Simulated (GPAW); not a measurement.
# MgS (F-43m) in GPAW: reference runs

Reference runs on MgS: the cell as given and a disturbed copy.

Program: GPAW 26.7.0. These are calculated values, not measurements. Logs are shortened: lines on timing, memory, paths and dates and some standing lists are left out, and cuts for length are marked. The log counts tension as positive stress, the text compression.

### 1 Starting point

It takes space group F-43m (No. 216, cubic). Conventional cell: a = 5.666 Å, b = 5.666 Å, c = 5.666 Å, α = 90.00°, β = 90.00°, γ = 90.00°. Around S (site symmetry -43m) lie 4 Mg at 2.45 Å. Around Mg (site symmetry -43m) lie 4 S at 2.45 Å.

The cell comes from a database or a generator and needn't be the stable form of this composition.

### 2 Single point, PBEsol

run.py reads:

```python
from ase import Atoms
from ase.dft.bandgap import bandgap
from ase.io import write
from ase.units import Bohr, GPa
from gpaw import GPAW, PW, setup_paths
from gpaw.elf import elf_from_dft_calculation

setup_paths.insert(0, '.')

atoms = Atoms(['S', 'Mg'],
              cell=[[0.0, 2.8331200468, 2.8331200468],
                    [2.8331200468, 0.0, 2.8331200468],
                    [2.8331200468, 2.8331200468, 0.0]],
              scaled_positions=[[0.25, 0.25, 0.25],
                                [0.0, 0.0, 0.0]],
              pbc=True)

calc = GPAW(mode=PW(800),
            xc='PBEsol',
            kpts={'size': (8, 8, 8), 'gamma': True},
            occupations={'name': 'fermi-dirac', 'width': 0.05},
            nbands=16,
            convergence={'density': 1e-05, 'energy': 1e-05},
            maxiter=150,
            txt='gpaw.txt')
atoms.calc = calc
energy = atoms.get_potential_energy()
forces = atoms.get_forces()
stress = atoms.get_stress()
calc.write('gs.gpw')
write('result.traj', atoms)
print(f'Energy: {energy:.6f} eV')
print('Forces (eV/A):')
print(forces.round(4))
print('Stress (GPa):', (stress / GPa).round(3))
print('Fermi level:', round(calc.get_fermi_level(), 4), 'eV')
print(f'Gap: {bandgap(calc)[0]:.4f} eV, direct: {bandgap(calc, direct=True)[0]:.4f} eV')

# fields on the real-space grid
write('density.cube', atoms, data=calc.get_pseudo_density() * Bohr**3)
write('potential.cube', atoms, data=calc.get_electrostatic_potential())
write('elf.cube', atoms, data=elf_from_dft_calculation(calc).data)
```

Potentials or basis: PAW data sets generated in the run's folder for this functional, pw.

On the command line:

```sh
$ gpaw-setup -f PBEsol Mg S
$ OMP_NUM_THREADS=1 python run.py
```

gpaw.txt:

```text
__  _  _
 | _ |_)|_||  |
 |__||  | ||/\| - 26.7.0

Input parameters:
  mode=PW(ecut=800.0),
  convergence={'density': 1e-05, 'energy': 1e-05},
  kpts=MonkhorstPack(size=(8, 8, 8), gamma=True),
  maxiter=150,
  nbands=16,
  occupations=Occupations(name='fermi-dirac', width=0.05),
  xc=XC(name='PBEsol')

Diagonalizing LCAO Hamiltonian
Converting LCAO to pw mode

           S

       Mg

Atoms  # Å, Bohr magnetons
|   | symbol |        x |        y |        z |    initial magnetic moments |
|---|--------|----------|----------|----------|-----------------------------|
| 0 |      S | 1.416560 | 1.416560 | 1.416560 | ( 0.0000,  0.0000,  0.0000) |
| 1 |     Mg | 0.000000 | 0.000000 | 0.000000 | ( 0.0000,  0.0000,  0.0000) |

Unit cell  # Å
| periodic |        x |        y |        z |  lengths |    angles |
|----------|----------|----------|----------|----------|-----------|
|      yes | 0.000000 | 2.833120 | 2.833120 | 4.006637 | 60.000000 |
|      yes | 2.833120 | 0.000000 | 2.833120 | 4.006637 | 60.000000 |
|      yes | 2.833120 | 2.833120 | 0.000000 | 4.006637 | 60.000000 |

Number of symmetries: 24
Symmetry operations  # r_c * U_cc + t_c -> r_c
|    | kind |            matrix            |
|----|------|------------------------------|
|  0 |  E   |  1, 0, 0,  0, 1, 0,  0, 0, 1 |
|  1 |  σ   |  1, 0, 0,  0, 0, 1,  0, 1, 0 |
|  2 |  σ   |  1, 0,-1,  0, 1,-1,  0, 0,-1 |
|  3 |  C3  |  1, 0,-1,  0, 0,-1,  0, 1,-1 |
|  4 |  C3  |  1,-1, 0,  0,-1, 1,  0,-1, 0 |
|  5 |  σ   |  1,-1, 0,  0,-1, 0,  0,-1, 1 |
|  6 |  σ   |  0, 1, 0,  1, 0, 0,  0, 0, 1 |
|  7 |  C3  |  0, 1, 0,  0, 0, 1,  1, 0, 0 |
|  8 |  C2  |  0, 1,-1,  1, 0,-1,  0, 0,-1 |
|  9 |  S4  |  0, 1,-1,  0, 0,-1,  1, 0,-1 |
| 10 |  C3  |  0, 0, 1,  1, 0, 0,  0, 1, 0 |
| 11 |  σ   |  0, 0, 1,  0, 1, 0,  1, 0, 0 |
| 12 |  S4  |  0, 0,-1,  1, 0,-1,  0, 1,-1 |
| 13 |  C3  |  0, 0,-1,  0, 1,-1,  1, 0,-1 |
| 14 |  S4  |  0,-1, 1,  1,-1, 0,  0,-1, 0 |
| 15 |  C2  |  0,-1, 1,  0,-1, 0,  1,-1, 0 |
| 16 |  C3  |  0,-1, 0,  1,-1, 0,  0,-1, 1 |
| 17 |  S4  |  0,-1, 0,  0,-1, 1,  1,-1, 0 |
| 18 |  S4  | -1, 1, 0, -1, 0, 1, -1, 0, 0 |
| 19 |  C3  | -1, 1, 0, -1, 0, 0, -1, 0, 1 |
| 20 |  C3  | -1, 0, 1, -1, 1, 0, -1, 0, 0 |
| 21 |  S4  | -1, 0, 1, -1, 0, 0, -1, 1, 0 |
| 22 |  σ   | -1, 0, 0, -1, 1, 0, -1, 0, 1 |
| 23 |  C2  | -1, 0, 0, -1, 0, 1, -1, 1, 0 |

BZ-sampling:
  Number of BZ points: 512
  Number of IBZ points: 29

  Monkhorst-Pack size: [8, 8, 8]
  Monkhorst-Pack shift: [0.0625, 0.0625, 0.0625]

K-points  # in reciprocal-cell coordinates
|     |                                coordinates |     weight |
|-----|--------------------------------------------|------------|
|   0 | (  0.00000000,   0.00000000,   0.00000000) | 0.00195312 |
|   1 | (  0.12500000,   0.12500000,   0.00000000) | 0.01171875 |
|   2 | (  0.12500000,   0.12500000,   0.12500000) | 0.01562500 |
|   3 | (  0.25000000,   0.12500000,   0.12500000) | 0.02343750 |
|   4 | (  0.25000000,   0.25000000,   0.00000000) | 0.01171875 |
|   5 | (  0.25000000,   0.25000000,   0.12500000) | 0.04687500 |
|   6 | (  0.25000000,   0.25000000,   0.25000000) | 0.01562500 |
|   7 | (  0.37500000,   0.25000000,  -0.37500000) | 0.04687500 |
|   8 | (  0.37500000,   0.25000000,   0.12500000) | 0.04687500 |
|   9 | (  0.37500000,   0.25000000,   0.25000000) | 0.04687500 |
| ... |                                            |            |
|  28 | (  0.50000000,   0.50000000,   0.50000000) | 0.00781250 |

Plane wave coefficients: 2362
Cutoff: 800.0 eV

Spin-components: 1 (collinear spins)
Bands:           16
Projectors:      10
Spin-degeneracy: 2
Datatype:        complex128

Parallelization:
  kpt:    1
  domain: 1
  band:   1

Density:
  Valence electrons: 16.0
  Components: 1
  Grid points: [27 27 27]
  Charge: 0.0  # |e|

Potential:
  Grid points: [27 27 27]

species:
  S:
    name:    Sulfur
    Z:       16.0
    valence: 6
    core:    10
    charge:  0.0  # [|e|]
    compensation charges:
      type: gauss
      rc: 0.24  # [Å]
      lmax: 2
    cutoffs:
      filter: 1.77  # [Å]
      core: 1.66  # [Å]
    projectors
    | kind |    occ | energy [eV] | rcut [Å] |
    |------|--------|-------------|----------|
    |   3s |  2.000 |     -17.192 |    0.974 |
    |   3p |  4.000 |      -6.978 |    0.979 |
    |    s |        |      10.020 |    0.974 |
    |    p |        |      20.234 |    0.979 |
    |    d |        |       0.000 |    0.900 |

    Using partial waves for S as LCAO basis

  Mg:
    name:    Magnesium
    Z:       12.0
    valence: 10
    core:    2
    charge:  0.0  # [|e|]
    compensation charges:
      type: gauss
      rc: 0.33  # [Å]
      lmax: 2
    cutoffs:
      filter: 1.86  # [Å]
      core: 0.54  # [Å]
    projectors
    | kind |    occ | energy [eV] | rcut [Å] |
    |------|--------|-------------|----------|
    |   2s |  2.000 |     -79.588 |    1.090 |
    |   3s |  2.000 |      -4.679 |    1.090 |
    |   2p |  6.000 |     -46.550 |    1.085 |
    |   3p |  0.000 |      -1.306 |    1.085 |
    |    d |        |       0.000 |    1.037 |

    Using partial waves for Mg as LCAO basis

Reference energy: -16277.884661  # eV

eigensolver:
  PPCG
  Converge bands: occupied
  niter=2

density mixing:
  MSR1-Mixer
  Pratt-step length: 0.05
  Maximum mixing coefficient: 0.75
  Old densities: 10
  SVD Regularization: 0.005
  Good broyden scale: 1.0
  Trust region scale: 1.0
  Backstep threshold: 4.0
  History deletion threshold: 6.0
  Fourier metric: weight=20.0, sigma=0.015

occupation numbers:
  Fermi-Dirac:
    width: 0.0500  # eV

poisson solver:
  ecut: 6400.0  # eV

xc functional:
  name: PBEsol with 2 nearest neighbor stencil

convergence criteria:
- Maximum integral of absolute [dens]ity change: 1e-05 electrons / valence electron
- Maximum [total energy] change in last 3 cyles: 1e-05 eV / valence electron
- Maximum integral of absolute [eigenst]ate change: 4e-08 eV^2 / valence electron
maximum number of iterations: 150

SCF iterations
|iter     | |      energy | eigst |  dens |
|---------|-|-------------|-------|-------|
|iter:   1| |   -9.409466 | +0.01 |       |
|iter:   2| |   -9.326813 | -1.97 | -1.09 |
|iter:   3| |   -9.010288 | -1.61 | -1.13 |
|iter:   4| |   -9.014355 | -3.14 | -1.76 |
|iter:   5| |   -9.015481 | -3.71 | -2.19 |
|iter:   6| |   -9.015500 | -5.58 | -3.25 |
|iter:   7| |   -9.015503c| -6.64 | -3.67 |
|iter:   8| |   -9.015503c| -8.21c| -4.98 |
|iter:   9| |   -9.015503c| -8.57c| -5.45c|

Converged in 9 steps
Energy contributions relative to reference atoms: (reference = -16277.884661)

Energy contributions:
  Kinetic:           6.996600
  Coulomb:          -6.477999
  Zero:              0.055676
  External:          0.000000
  Xc:               -9.589780
  Entropy:          -0.000000
  Spinorbit:         0.000000
  ----------------------------
  Free energy:      -9.015503
  Extrapolated:     -9.015503

dipole moment: (-10.783590, -10.783590, -10.783590)  # |e|*Ang

Fermi level: 2.699
Eigenvalues  # (at kpt = [0.000, 0.000, 0.000])
| band index |      eig [eV] | occ [0-2] |
|------------|---------------|-----------|
|          0 |       -71.876 |     2.000 |
|          1 |       -38.849 |     2.000 |
|          2 |       -38.849 |     2.000 |
|          3 |       -38.849 |     2.000 |
|          4 |        -9.575 |     2.000 |
|          5 |         1.690 |     2.000 |
[... 8 lines left out ...]
|         14 |        15.265 |     0.000 |
|         15 |        15.437 |     0.000 |

Gap: 3.281 eV
Transition (v -> c):
  (s=0, k=0, n=7, [0.00, 0.00, 0.00]) -> (s=0, k=0, n=8, [0.00, 0.00, 0.00])
No difference between direct/indirect transitions

Forces  # eV/Ang
|       x |        y |       z |
|---------|----------|---------|
| 0.00000 |  0.00000 | 0.00000 |  # S    0
| 0.00000 | -0.00000 | 0.00000 |  # Mg   1

Stress tensor  # eV/Ang^3
|         x |         y |         z |
|-----------|-----------|-----------|
|  0.002338 | -0.000000 | -0.000000 |
| -0.000000 |  0.002338 |  0.000000 |
| -0.000000 |  0.000000 |  0.002338 |

# Writing to gs.gpw (mode='')
```

Wall time 18 s (1 thread of AMD EPYC 7R13 (Zen 3), shared host); peak memory 0.18 GiB.

What came out:

```yaml
Free_energy: -9.0155 eV
Pressure: -0.4 GPa
Band_gap_on_the_k_mesh: 3.28 eV, direct
```

A k mesh can miss the band edges.

### 3 Single point, PBEsol (atoms moved at random, drawn with an rms of 0.05 Å)

run.py: that of step 2 with these lines changed.

```diff
@@ -3,5 +3,4 @@
 from ase.io import write
-from ase.units import Bohr, GPa
+from ase.units import GPa
 from gpaw import GPAW, PW, setup_paths
-from gpaw.elf import elf_from_dft_calculation
 
@@ -13,4 +12,4 @@
                     [2.8331200468, 2.8331200468, 0.0]],
-              scaled_positions=[[0.25, 0.25, 0.25],
-                                [0.0, 0.0, 0.0]],
+              scaled_positions=[[0.257793, 0.246665, 0.250283],
+                                [-0.01286, 0.011069, 0.003398]],
               pbc=True)
@@ -37,6 +36 @@
 print(f'Gap: {bandgap(calc)[0]:.4f} eV, direct: {bandgap(calc, direct=True)[0]:.4f} eV')
-
-# fields on the real-space grid
-write('density.cube', atoms, data=calc.get_pseudo_density() * Bohr**3)
-write('potential.cube', atoms, data=calc.get_electrostatic_potential())
-write('elf.cube', atoms, data=elf_from_dft_calculation(calc).data)
```

Potentials or basis: PAW data sets generated in the run's folder for this functional, pw.

On the command line:

```sh
$ gpaw-setup -f PBEsol Mg S
$ OMP_NUM_THREADS=1 python run.py
```

Wall time 2.2 min (1 thread of AMD EPYC 7R13 (Zen 3), shared host); peak memory 0.43 GiB.

It converged, with:

| Item | Value |
| --- | --- |
| Free energy | -9.0001 eV |
| Pressure | -0.2 GPa |
| Largest force | 0.441 eV/Å |
| Band gap on the k mesh | 3.20 eV, direct |

Forces in eV/Å, atoms in the order of the input:
```
S    0.294 -0.294 -0.147
Mg  -0.294  0.294  0.147
```

Stress tensor (GPa, compression positive):
```
-0.27 -0.52 -1.12
-0.52 -0.27  1.12
-1.12  1.12 -0.19
```

Levels at points of the mesh, in eV from the valence-band top:
| k point | band 6 | band 7 | band 8 | band 9 | band 10 | band 11 |
| --- | --- | --- | --- | --- | --- | --- |
| (0.00, 0.00, 0.00) | -0.18 | -0.05 | 0.00 | 3.20 | 7.75 | 7.75 |
| (0.00, 0.00, 0.50) | -3.24 | -0.48 | -0.34 | 4.90 | 7.36 | 7.51 |
| (0.00, 0.50, 0.00) | -3.20 | -0.49 | -0.38 | 4.90 | 7.35 | 7.46 |
| (0.00, 0.50, 0.50) | -2.92 | -1.17 | -1.07 | 3.63 | 5.46 | 10.92 |
| (0.50, 0.00, 0.00) | -3.32 | -0.39 | -0.34 | 4.92 | 7.46 | 7.51 |
| (0.50, 0.00, 0.50) | -2.92 | -1.17 | -1.07 | 3.63 | 5.46 | 10.92 |
| (0.50, 0.50, 0.00) | -2.92 | -1.13 | -1.10 | 3.63 | 5.45 | 10.92 |
| (0.50, 0.50, 0.50) | -3.24 | -0.48 | -0.34 | 4.90 | 7.36 | 7.51 |
